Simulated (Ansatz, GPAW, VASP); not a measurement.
# One calculation of GaAs, 3 ways

```
CELL_PARAMETERS angstrom
0.00000 2.82685 2.82685
2.82685 0.00000 2.82685
2.82685 2.82685 0.00000
ATOMIC_POSITIONS crystal
As 0.75000 0.75000 0.75000
Ga 0.00000 0.00000 0.00000
```

Alike in all runs: task single point; functional PBE; k mesh 8 × 8 × 8; occupations gaussian, width 0.017 eV; no spin polarisation; no spin-orbit coupling. Pressure is positive in compression and, in plane waves, holds the error of the finite cutoff.

| program and potentials | plane-wave cutoff (eV) | notes | band gap (eV) | pressure (GPa) |
| --- | --- | --- | --- | --- |
| Ansatz, all-electron LAPW, scalar-relativistic | - | - | ? | ? |
| VASP, PBE PAW files As, Ga_d, 520 eV | 520 | 9 valence electrons an atom on average | 0.52 | 3.46 |
| GPAW, GPAW PAW data sets (gpaw-data 1.2.1) | 600 | 4 valence electrons an atom on average | 0.59 | 4.33 |

Task: Estimate from the other rows what the run with Ansatz, all-electron LAPW, scalar-relativistic gave.

Result: Band gap 0.52 eV; pressure 3.27 GPa. The other rows, which needn't bracket it: band gap 0.52 to 0.59; pressure 3.46 to 4.33.
